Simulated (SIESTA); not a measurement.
ZnSe (Stilleite) under changes of volume

One of the cells (22.757 Å³/atom); the others are scaled copies at fixed shape and fractional positions:

```xyz
2
Lattice="0.0000 2.8338 2.8338 2.8338 0.0000 2.8338 2.8338 2.8338 0.0000" Properties=species:S:1:pos:R:3 pbc="T T T"
Se    4.2507    4.2507    4.2507
Zn    0.0000    0.0000    0.0000
```

```yaml
Program: SIESTA 5.4.2
Functional: LDA
Potentials_or_basis: PseudoDojo 0.4 standard (PBE files, fully relativistic)
Basis: DZP (energy shift 0.002 Ry)
Grid_cutoff: 800 Ry
Energy_shift: 0.002 Ry
k_mesh: 6 × 6 × 6
Occupations: fermi-dirac, width 0.05 eV
Spin: non-collinear spin, zero start, spin-orbit coupling
Starting_moments: "[[0.0, 0.0, 0.0], [0.0, 0.0, 0.0]] μB"
```

| volume (Å³/atom) | energy over the lowest point (meV/atom) | pressure (GPa) | gap on the mesh (eV) |
| --- | --- | --- | --- |
| 21.391 | 3.27 | 2.1 | 1.78 |
| 21.846 | 0.00 | 0.3 | 1.65 |
| 22.301 | 1.65 | -1.4 | 1.52 |
| 22.757 | 8.00 | -3.0 | 1.40 |
| 23.212 | 18.47 | -4.3 | 1.29 |
| 23.667 | ? | ? | ? |
| 24.122 | 48.74 | -6.3 | 1.06 |

Task: What does the run at 23.667 Å³/atom give?

Result: Energy over the lowest point 32.17 meV/atom; pressure -5.3 GPa; gap on the mesh 1.17 eV.

Worked out: A Birch-Murnaghan fit of order 3 (a polynomial in V^(-2/3)) to the other rows has its minimum at 21.91 Å³/atom with B0 = V·E''(V) = 87 GPa and B' = 5.8. It gives 32.09 meV/atom at 23.667 Å³/atom, against the run's 32.17, and -dE/dV = -5.4 GPa, against -5.3. A straight line through the other rows of the gap, of slope -5.97 eV per unit of ln V (its deformation potential), gives 1.17 eV, against the run's 1.17.

Energies are extrapolated to zero smearing.

Caveats: semicore shells carry a single zeta, which can move pressures by several GPa and volumes by a few percent; the potentials were made for another functional, which shifts forces and pressure; the valence orbitals were made in a potential fitted to the semicore shell under them, which widens gaps by tenths of an eV or more; the basis of atomic orbitals isn't converged, which shifts pressures, moduli and gaps.

A mesh can miss the band edges.
